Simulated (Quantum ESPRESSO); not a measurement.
# CdTe: equation of state with LDA

**The experiment to reproduce.**

From “Multiscale insight into the Cd1-xZnxTe vibrational-mechanical properties -- High-pressure experiments and ab initio calculations”, 2023, arxiv:2306.14539, for a powder of CdTe: bulk modulus 42 ± 2 GPa.

The system is CdTe.

```
Te Cd
1.0
     0.00000    3.20500    3.20500
     3.20500    0.00000    3.20500
     3.20500    3.20500    0.00000
Te Cd
1 1
Direct
  0.75000 0.75000 0.75000
  0.00000 0.00000 0.00000
```

| Quantity | Value |
| --- | --- |
| Program | Quantum ESPRESSO 7.5 |
| Task | equation of state |
| Functional | LDA |
| Potentials or basis | GBRV 1.5 LDA |
| Cutoff | 612 eV |
| Density cutoff | 4898 eV |
| k mesh | 7 × 7 × 7 |
| Occupations | fermi-dirac, width 0.05 eV |
| Spin | no spin polarisation |

```json
{
 "Equilibrium volume": "33.16 Å³/atom",
 "Bulk modulus": "47 GPa",
 "Pressure derivative of the bulk modulus": "4.7"
}
```

Energy against volume, from the lowest point:
| volume (Å³/atom) | energy (meV/atom) |
| --- | --- |
| 30.947 | 24.22 |
| 31.605 | 11.33 |
| 32.263 | 3.46 |
| 32.922 | 0.00 |
| 33.580 | 0.52 |
| 34.239 | 4.55 |
| 34.897 | 11.76 |

All runs of the series together: 54 s on 2 threads of Intel(R) Xeon(R) 6975P-C (Granite Rapids), on a shared host.

A measured bulk modulus of CdTe is 42 GPa (powder; quoted in “Multiscale insight into the Cd1-xZnxTe vibrational-mechanical properties -- High-pressure experiments and ab initio calculations”, 2023, arxiv:2306.14539); the calculated 47 GPa misses it by +10.8 %. The fit is for a static lattice scaled at fixed shape and fixed fractional positions.

Spin-orbit coupling is left out, which matters for the levels of Te.
